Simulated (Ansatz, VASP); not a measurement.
Given: the input of a run of VASP 6.6.1 on GaN.

The input INCAR:

```
SYSTEM = GaN
PREC     = Accurate       ! precision mode
ENCUT    = 600            ! plane-wave cutoff, eV
EDIFF    = 1E-6           ! SCF threshold, eV
ISMEAR   = -1             ! smearing method
SIGMA    = 0.05           ! smearing width, eV
LREAL    = .False.        ! projectors in reciprocal space
LASPH    = .True.         ! aspherical terms in the spheres
NELM     = 60             ! most SCF steps
ALGO     = Normal         ! electronic algorithm
ISIF     = 3              ! what is computed and relaxed
LWAVE    = .False.        ! write WAVECAR
LCHARG   = .False.        ! write CHGCAR
GGA      = CA             ! functional
IBRION   = 2              ! ionic algorithm
NSW      = 80             ! ionic steps
EDIFFG   = -0.005         ! ionic threshold
```

The input KPOINTS:

```
Automatic mesh
0
Gamma
  10 10 10
  0 0 0
```

Contents of POSCAR:

```
GaN
1.0
    0.0000000000      2.2535006075      2.2535006075
    2.2535006075      0.0000000000      2.2535006075
    2.2535006075      2.2535006075      0.0000000000
Ga N
1 1
Direct
    0.0000000000      0.0000000000      0.0000000000
    0.2500000000      0.2500000000      0.2500000000
```

Potentials or basis: VASP PAW LDA potentials, release 64 (Ga_d, N).

Launch:

```console
$ cat potpaw_LDA.64/Ga_d/POTCAR potpaw_LDA.64/N/POTCAR > POTCAR
$ mpirun -np 1 vasp_std > vasp.out
```

Q: Translate it to Ansatz 0.2.0. Potentials there: all-electron LAPW, scalar-relativistic.

A: As run (the cutoff follows the program's own potentials):

input.yaml

```yaml
crystal:
  lattice:
    - [0.0, 2.2535006075, 2.2535006075]
    - [2.2535006075, 0.0, 2.2535006075]
    - [2.2535006075, 2.2535006075, 0.0]
  atoms:
    - { symbol: Ga, position: [0.0, 0.0, 0.0] }
    - { symbol: "N", position: [0.25, 0.25, 0.25] }
kpoints:
  mp_grid: { grid: [10, 10, 10] }
scf:
  occupations: { method: fermi_dirac, width: 0.05 }
hamiltonian:
  xc: lda
  pseudopotentials: { kind: all_electron, lapw: { basis_error: 0.001 } }
output:
  forces: true
  stress: true
relax:
  f_tol: 0.005
  max_steps: 60
  cell: {}
```

Potentials or basis: all-electron LAPW, scalar-relativistic.

Launch:

```console
$ ansatz run input.yaml --threads 1 --pin off --max-ram 3072MiB --backend cpu --events-out ev --progress --plain --runs-dir out
```

Both were run:

|  | VASP | Ansatz | Ansatz less VASP |
| --- | --- | --- | --- |
| relaxed volume (Å³/atom) | 11.11 | 11.07 | -0.044 |
| relaxed cell length with the largest relative difference (Å) | 3.156 | 3.151 | -0.0042 |
| energy change over the relaxation (meV/atom) | -6 | -8 | -1.6 |

Ansatz ran all-electron here, so the differences hold the error of VASP's frozen core and of both bases.

LDA gaps usually lie below the measured ones, often by a third to a half.
